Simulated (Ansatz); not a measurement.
Ge: computed properties

Level of theory: DFT PBE, scalar-relativistic, plane waves, PAW (Ansatz).

Plane waves to 420 eV, a k mesh through Γ of 8×8×8 on the computed 6-atom cell and Gaussian smearing (0.10 eV); no spin polarisation.

The structure is relaxed at this level of theory with its symmetry kept, and needn't be the ground state of this composition.

Space group Im-3m (No. 229), cubic, a = 7.106 Å. Ge is surrounded by 4 Ge at 2.51 Å.

```json
{"Volume per atom": "29.90 Å³", "Energy over the standard state (uncorrected)": "+0.177 eV/atom", "Kohn–Sham band gap": "zero, with almost no states at the Fermi level", "Density of states at the Fermi level": "0.0 states/eV per cell", "Orbital (Löwdin) character within 0.5 eV of the Fermi level": "Ge 4p 81 %, Ge 4s 17 %", "Bader charge by site (e)": "Ge (6 in the cell) 0.00"}
```

Another cell of Ge relaxed alike, in Pmma, lies 47 meV/atom lower, so this cell isn't the stable form at this level.

The cell was found from a structure generator's guess, not taken from experiment. Löwdin shares on free-atom orbitals overweight diffuse shells.
